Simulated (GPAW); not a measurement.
Pd:

```
CELL_PARAMETERS angstrom
0.00000 1.94650 1.94650
1.94650 0.00000 1.94650
1.94650 1.94650 0.00000
ATOMIC_POSITIONS crystal
Pd 0.00000 0.00000 0.00000
```

Base run:

```yaml
Program: GPAW 26.7.0
Functional: revPBE
Potentials_or_basis: the program's PAW data sets (release 1.2.1) made for this functional
Cutoff: 600 eV
Basis: pw
k_mesh: 12 × 12 × 12
Occupations: fermi-dirac, width 0.05 eV
Spin: no spin polarisation
```

Its results: pressure 10.5 GPa.

Question: The run is repeated on the same cell with these changes: functional from revPBE to LDA; occupations from fermi-dirac, width 0.05 eV to gaussian, width 0.1 eV. What comes out?

Answer: Pressure -8.6 GPa.

Not every run made on this cell is shown here.
